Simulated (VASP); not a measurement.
# WSe2 (P6_3/mmc) in VASP: further runs

Aim: see how the results for WSe2 move with the level of theory and the settings. Levels: PBE, PBE+D3(BJ). Tasks: relaxation of shape and atoms at fixed volume, relaxation of cell and atoms.

All numbers are computed with VASP 6.6.1; they aren't measurements. Logs are shortened: lines on timing, memory, paths and dates and some standing lists are left out, and cuts for length are marked.

**1. The structure**

The structure is hexagonal, space group P6_3/mmc (No. 194). Conventional cell: a = 3.290 Å, b = 3.290 Å, c = 12.970 Å, α = 90.00°, β = 90.00°, γ = 120.00°. W (site symmetry -6m2) is surrounded by 6 Se at 2.53 Å. Around Se (site symmetry 3m) lie 3 W at 2.53 Å.

**2. Relaxation of shape and atoms at fixed volume, PBE (a relaxed cell with its volume scaled by 1.06)**

Input file INCAR:

```
ALGO = Fast ; EDIFF = 1E-7
EDIFFG = -0.01 ; ENCUT = 300
GGA = PE ; IBRION = 2
ISIF = 4 ; ISMEAR = 0
KPAR = 2 ; LASPH = T
LCHARG = F ; LREAL = F
LWAVE = F ; NELM = 80
NSW = 40 ; PREC = Accurate
SIGMA = 0.03
```

Input file KPOINTS:

```
k-points
0
Gamma
  5 5 1
```

Input file POSCAR:

```
WSe2                                    
1.0
    3.3800525263      0.0000000000      0.0000000000
   -1.6900262632      2.9272113540     -0.0000000000
    0.0000000000      0.0000000000     14.9364668983
  W               Se            
     2     4
Direct
     0.3333333332999970    0.6666666667000030    0.2500000000000000
     0.6666666667000030    0.3333333332999970    0.7500000000000000
     0.3333333332999970    0.6666666667000030    0.6355301918899666
     0.6666666667000030    0.3333333332999970    0.1355301918899666
     0.3333333332999970    0.6666666667000030    0.8644698081100334
     0.6666666667000030    0.3333333332999970    0.3644698081100334
```

Potentials or basis: VASP PAW PBE potentials, release 64 (W, Se).

Run with:

```bash
$ cat potpaw_PBE.64/W/POTCAR potpaw_PBE.64/Se/POTCAR > POTCAR
$ mpirun -np 2 vasp_std > vasp.out
```

OUTCAR:

```text
EDIFF = 1E-7
   EDIFFG = -0.01
   ENCUT = 300
   GGA = PE
   IBRION = 2
   ISIF = 4
   ISMEAR = 0
   LASPH = T
   LREAL = F
   NELM = 80
   NSW = 40
   PREC = Accurate

 ion  position               nearest neighbor table
   1  0.333  0.667  0.250-   4 2.59   6 2.59   4 2.59   6 2.59   4 2.59   6 2.59
   2  0.667  0.333  0.750-   3 2.59   5 2.59   3 2.59   5 2.59   3 2.59   5 2.59
   3  0.333  0.667  0.636-   2 2.59   2 2.59   2 2.59
   4  0.667  0.333  0.136-   1 2.59   1 2.59   1 2.59
   5  0.333  0.667  0.864-   2 2.59   2 2.59   2 2.59
   6  0.667  0.333  0.364-   1 2.59   1 2.59   1 2.59

  LATTYP: Found a hexagonal cell.
 ALAT       =     3.3800525263
 C/A-ratio  =     4.4190043741

  Lattice vectors:

 A1 = (   3.3800525263,   0.0000000000,   0.0000000000)
 A2 = (  -1.6900262632,   2.9272113540,   0.0000000000)
 A3 = (   0.0000000000,   0.0000000000,  14.9364668983)

Analysis of symmetry for initial positions (statically):
=====================================================================
 Subroutine PRICEL returns:
 Original cell was already a primitive cell.

 Routine SETGRP: Setting up the symmetry group for a
 hexagonal supercell.

 Subroutine GETGRP returns: Found 24 space group operations
 (whereof 12 operations were pure point group operations)
 out of a pool of 24 trial point group operations.

The static configuration has the point symmetry D_3d.
 The point group associated with its full space group is D_6h.

Analysis of symmetry for dynamics (positions and initial velocities):
=====================================================================
 Subroutine PRICEL returns:
 Original cell was already a primitive cell.

 Routine SETGRP: Setting up the symmetry group for a
 hexagonal supercell.

 Subroutine GETGRP returns: Found 24 space group operations
 (whereof 12 operations were pure point group operations)
 out of a pool of 24 trial point group operations.

The dynamic configuration has the point symmetry D_3d.
 The point group associated with its full space group is D_6h.

 Subroutine INISYM returns: Found 24 space group operations
 (whereof 12 operations are pure point group operations),
 and found     1 'primitive' translations

----------------------------------------------------------------------------------------

                                     Primitive cell

  volume of cell :     147.7833

  direct lattice vectors                    reciprocal lattice vectors
     3.380052526  0.000000000  0.000000000     0.295853391  0.170811035  0.000000000
    -1.690026263  2.927211354  0.000000000     0.000000000  0.341622069  0.000000000
     0.000000000  0.000000000 14.936466898     0.000000000  0.000000000  0.066950237

  length of vectors
     3.380052526  3.380052526 14.936466898     0.341622069  0.341622069  0.066950237

  position of ions in fractional coordinates (direct lattice)
     0.333333333  0.666666667  0.250000000
     0.666666667  0.333333333  0.750000000
     0.333333333  0.666666667  0.635530192
     0.666666667  0.333333333  0.135530192
     0.333333333  0.666666667  0.864469808
     0.666666667  0.333333333  0.364469808

  ion indices of the primitive-cell ions
   primitive index   ion index
                 1           1
                 2           2
                 3           3
                 4           4
                 5           5
                 6           6

----------------------------------------------------------------------------------------

 KPOINTS: k-points

Automatic generation of k-mesh.
 Grid dimensions read from file:
 generate k-points for:    5    5    1

 Generating k-lattice:

  Cartesian coordinates                     Fractional coordinates (reciprocal lattice)
     0.059170678  0.034162207  0.000000000     0.200000000  0.000000000  0.000000000
     0.000000000  0.068324414  0.000000000     0.000000000  0.200000000  0.000000000
     0.000000000  0.000000000  0.066950237     0.000000000  0.000000000  1.000000000

  Length of vectors
     0.068324414  0.068324414  0.066950237

  Shift w.r.t. Gamma in fractional coordinates (k-lattice)
     0.000000000  0.000000000  0.000000000

 Subroutine IBZKPT returns following result:
 ===========================================

 Found      5 irreducible k-points:

 Following reciprocal coordinates:
            Coordinates               Weight
  0.000000  0.000000  0.000000      1.000000
  0.200000  0.000000  0.000000      6.000000
  0.400000  0.000000  0.000000      6.000000
  0.200000  0.200000  0.000000      6.000000
  0.400000  0.200000  0.000000      6.000000
   k-points           NKPTS =      5   k-points in BZ     NKDIM =      5   number of bands    NBANDS=     22
   number of dos      NEDOS =    301   number of ions     NIONS =      6
   total plane-waves  NPLWV =  33600
   dimension x,y,z NGX =    20 NGY =   20 NGZ =   84
   dimension x,y,z NGXF=    40 NGYF=   40 NGZF=  168
   ions per type =               2   4
   NGX,Y,Z   is equivalent  to a cutoff of   9.84,  9.84,  9.35 a.u.
   NGXF,Y,Z  is equivalent  to a cutoff of  19.67, 19.67, 18.70 a.u.
 SYSTEM =  unknown system
   PREC   = accura    normal or accurate (medium, high low for compatibility)
   ISTART =      0    job   : 0-new  1-cont  2-samecut
   ICHARG =      2    charge: 1-file 2-atom 10-const
   ISPIN  =      1    spin polarized calculation?
   LNONCOLLINEAR =      F non collinear calculations
   LSORBIT =      F    spin-orbit coupling
   LASPH  =      T    aspherical Exc in radial PAW
   ENCUT  =  300.0 eV  22.05 Ry    4.70 a.u.   4.77  4.77 21.09*2*pi/ulx,y,z
   NELM   =     80;   NELMIN=  2; NELMDL= -5     # of ELM steps
   EDIFF  = 0.1E-06   stopping-criterion for ELM
   LREAL  =      F    real-space projection
   EDIFFG = -.1E-01   stopping-criterion for IOM
   NSW    =     40    number of steps for IOM
   IBRION =      2    ionic relax: 0-MD 1-quasi-New 2-CG
   NFREE  =      1    steps in history (QN), initial steepest desc. (CG)
   ISIF   =      4    stress and relaxation
   ISYM   =      2    0-nonsym 1-usesym 2-fastsym
   POTIM  = 0.5000    time-step for ionic-motion
   TEBEG  =    0.0;   TEEND  =   0.0 temperature during run
   PSTRESS=    0.0 pullay stress
   NELECT =      36.0000    total number of electrons
   NUPDOWN=      -1.0000    fix difference up-down
   EMIN   =  10.00;   EMAX   =-10.00  energy-range for DOS
   EFERMI =   0.00;   METHOD = LEGACY
   ISMEAR =     0;   SIGMA  =   0.03  broadening in eV -4-tet -1-fermi 0-gaus
   EFERMI_NEDOS =   21; number of points for ismear=-14 and -15
   IALGO  =     68    algorithm
   IMIX   =      4    mixing-type and parameters
     AMIX     =   0.40;   BMIX     =  1.00
     AMIX_MAG =   1.60;   BMIX_MAG =  1.00
  volume/ion in A,a.u.               =      24.63       166.22
  Fermi-wavevector in a.u.,A,eV,Ry     =   1.022431  1.932114 14.223047  1.045364
  Thomas-Fermi vector in A             =   2.156110
   LORBIT       =      0    0 simple, 1 ext, 2 COOP (PROOUT), +10 PAW based schemes
   GGA     = PE    functional components
   LHFCALC =     F    Hartree Fock is set to
   AEXX    =    0.0000 exact exchange contribution
   IVDW    =     0    specifies the selected vdW correction
   LEPSILON=     F    determine dielectric tensor
   LRPA    =     F    only Hartree local field effects (RPA)
 conjugate gradient relaxation of ions
 non-spin polarized calculation
 RMM-DIIS sequential band-by-band and
 Gauss-broadening in eV      SIGMA  =   0.03
  energy-cutoff  :      300.00
  volume of cell :      147.78
 maximum number of plane-waves:      1771
 NGX is ok and might be reduce to    20
   NGX =  9   NGY =  9   NGZ = 43

--------------------------------------- Ionic step        1  -------------------------------------------

 number of electron      35.9999993 magnetization

 Free energy of the ion-electron system (eV)
  ---------------------------------------------------
  ext. energy  EPLUGINS =         0.00000000
  ---------------------------------------------------
  free energy    TOTEN  =       -43.17122458 eV

  energy without entropy =      -43.17122458  energy(sigma->0) =      -43.17122458

------------------------ aborting loop because EDIFF is reached ----------------------------------------

  FORCE on cell =-STRESS in cart. coord.  units (eV):
  Direction    XX          YY          ZZ          XY          YZ          ZX
  --------------------------------------------------------------------------------------
  -------------------------------------------------------------------------------------
  Total       -5.3623893     -5.3623893     -6.1704450      0.0000000      0.0000000     -0.0000000
  in kB      -58.1357812    -58.1357812    -66.8962324      0.0000000      0.0000000     -0.0000000
  external PRESSURE =     -61.0559316 kB  Pullay stress =       0.0000000 kB
[... 265 lines left out ...]
  energy  without entropy=      -43.3352414249  energy(sigma->0) =      -43.33524142

--------------------------------------- Ionic step        8  -------------------------------------------

 number of electron      36.0000009 magnetization

 Free energy of the ion-electron system (eV)
  ---------------------------------------------------
  ext. energy  EPLUGINS =         0.00000000
  ---------------------------------------------------
  free energy    TOTEN  =       -43.33574421 eV

  energy without entropy =      -43.33574421  energy(sigma->0) =      -43.33574421

 E-fermi :   3.2578     XC(G=0):  -9.2979

 val. band max:        3.0980608630   @ k =   0.0000   0.0000   0.0000
 cond. band min:       4.7882107306   @ k =   0.2000   0.2000   0.0000
 fundamental gap:      1.6901498676
 Fermi energy:         3.2577596093

 k-point     1 :       0.0000    0.0000    0.0000
  band No.  band energies     occupation
      1     -11.4850      2.00000
      2     -11.4664      2.00000
      3     -10.2965      2.00000
      4     -10.2625      2.00000
      5      -2.9947      2.00000
      6      -2.8102      2.00000
[... 14 lines left out ...]
     21       6.1319      0.00000
     22       6.1320      0.00000

 k-point     2 :       0.2000    0.0000    0.0000
  band No.  band energies     occupation
      1     -10.9462      2.00000
      2     -10.9284      2.00000
      3     -10.0057      2.00000
      4      -9.9772      2.00000
      5      -2.3156      2.00000
      6      -2.1361      2.00000
[... 14 lines left out ...]
     21       5.6459      0.00000
     22       5.7290      0.00000

 k-point     3 :       0.4000    0.0000    0.0000
  band No.  band energies     occupation
      1      -9.8331      2.00000
      2      -9.8216      2.00000
      3      -9.4325      2.00000
      4      -9.4189      2.00000
      5      -2.7066      2.00000
      6      -2.6777      2.00000
[... 14 lines left out ...]
     21       5.5097      0.00000
     22       5.7027      0.00000

 k-point     4 :       0.2000    0.2000    0.0000
  band No.  band energies     occupation
      1     -10.0923      2.00000
      2     -10.0780      2.00000
      3      -9.5539      2.00000
      4      -9.5355      2.00000
      5      -1.9011      2.00000
      6      -1.8724      2.00000
[... 14 lines left out ...]
     21       5.6875      0.00000
     22       5.7700      0.00000

 k-point     5 :       0.4000    0.2000    0.0000
  band No.  band energies     occupation
      1      -9.4238      2.00000
      2      -9.4187      2.00000
      3      -9.2105      2.00000
      4      -9.2053      2.00000
      5      -2.5259      2.00000
      6      -2.5042      2.00000
[... 14 lines left out ...]
     21       6.2375      0.00000
     22       6.2725      0.00000
[... 31 lines left out ...]
  FREE ENERGIE OF THE ION-ELECTRON SYSTEM (eV)
  ---------------------------------------------------
  free  energy   TOTEN  =       -43.3357442056 eV

  energy  without entropy=      -43.3357442056  energy(sigma->0) =      -43.33574421

 reached required accuracy - stopping structural energy minimisation
```

It took 34 s on 2 MPI ranks of Intel Xeon 6975P-C (Granite Rapids), shared host; peak memory 0.17 GiB.

What came out:

| Quantity | Value |
| --- | --- |
| Free energy | -43.3357 eV |
| Energy gained by relaxing | 27.4 meV/atom |
| Ionic steps | 8 |
| Pressure after relaxing | -0.2 GPa |
| Band gap on the k mesh | 1.69 eV, indirect (least direct gap 2.24 eV) |

The path:
```
step  energy change (eV)  largest force (eV/Å)  pressure (GPa)
   1              0.0000                0.8946           -6.11
   2             -0.0869                0.1489           -3.24
   3             -0.0874                0.0805           -2.98
   4             -0.1346                0.0258           -1.84
   5             -0.1639                0.0752            0.15
   6             -0.1639                0.0722            0.08
   7             -0.1640                0.0649           -0.41
   8             -0.1645                0.0000           -0.17
```

Final structure:
```
W Se
1.0
     3.31761    0.00000    0.00000
    -1.65881    2.87314    0.00000
     0.00000    0.00000   15.50399
W Se
2 4
Direct
  0.33333 0.66667 0.25000
  0.66667 0.33333 0.75000
  0.33333 0.66667 0.64190
  0.66667 0.33333 0.14190
  0.33333 0.66667 0.85810
  0.66667 0.33333 0.35810
```

Caveat: the k mesh is coarse (spacing up to 0.43 Å⁻¹), so the values aren't converged; spin-orbit coupling is left out, which moves the levels of the heavy elements; an odd mesh through Γ misses points on the zone boundary, where band edges often lie; this functional lacks dispersion, which binds the layers, so the pressure and a relaxed spacing across them are unreliable.

(Part 1 of 3 ends here.)
